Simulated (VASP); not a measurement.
# C₂NF₃: harmonic vibrations of a molecule

C₂NF₃, molecule in box, 6 atoms in the cell. PBE, harmonic vibrations; PAW potentials N, C, F (PBE set).

## Input

INCAR.step1:
```
SYSTEM = C2NF3
PREC     = Accurate       ! precision mode
ENCUT    = 400            ! plane-wave cutoff, eV
EDIFF    = 1E-8           ! SCF threshold, eV
ISMEAR   = 0              ! smearing method
SIGMA    = 0.01           ! smearing width, eV
ISYM     = 0            
LREAL    = .False.        ! projectors in reciprocal space
LASPH    = .True.         ! aspherical terms in the spheres
NELM     = 100            ! most SCF steps
ALGO     = Normal         ! electronic algorithm
LWAVE    = .False.        ! write WAVECAR
LCHARG   = .False.        ! write CHGCAR
IBRION   = 2              ! ionic algorithm
NSW      = 150            ! ionic steps
ISIF     = 2              ! what is computed and relaxed
EDIFFG   = -0.005         ! ionic threshold
POTIM    = 0.5            ! step
```

INCAR.step2, as INCAR.step1 but for:
```
- IBRION = 2
- NSW = 150
- ISIF = 2
- EDIFFG = -0.005
- POTIM = 0.5
+ IBRION = 5
+ NFREE = 2
+ POTIM = 0.015
+ NSW = 1
```

KPOINTS:
```
k-points
0
Gamma
  1 1 1
```

POSCAR.step1:
```
C2NF3
1.0
   12.0000000000      0.0000000000      0.0000000000
    0.0000000000     12.0000000000      0.0000000000
    0.0000000000      0.0000000000     11.0000000000
N C F
1 2 3
Direct
    0.5985041700      0.3792541700      0.5933181800
    0.5538458300      0.4537958300      0.5500727300
    0.4961291700      0.5501458300      0.4941636400
    0.4036625000      0.5166958300      0.4391545500
    0.5617875000      0.5985958300      0.4128636400
    0.4695625000      0.6242458300      0.5787818200
```

Commands (each step's output is kept before the next begins):
```
cat potpaw_PBE.64/N/POTCAR potpaw_PBE.64/C/POTCAR potpaw_PBE.64/F/POTCAR > POTCAR
cp INCAR.step1 INCAR
cp POSCAR.step1 POSCAR
mpirun -np 4 vasp_gam > vasp.out
cp CONTCAR POSCAR
cp INCAR.step2 INCAR
mpirun -np 4 vasp_gam > vasp.out
```

## Result

- Vibrations (cm⁻¹; a negative value is imaginary): 2306, 1178, 1121, 1121, 782, 598, 598, 499, 439, 438, 182, 180
- Zero-point energy (eV): 0.585
- Translations and rotations, which should read zero (cm⁻¹): -26, -23, -14, 0, 9, 12
- Vibrational entropy at 298 K (meV/K): 0.358
- Displaced cells: 36
- Ionic steps, all stages: 55
- Electronic steps, all stages: 1011

VASP 6.6.1 took 765 s on 4 cores (AMD EPYC 7R43 (Zen 3)), a shared host.
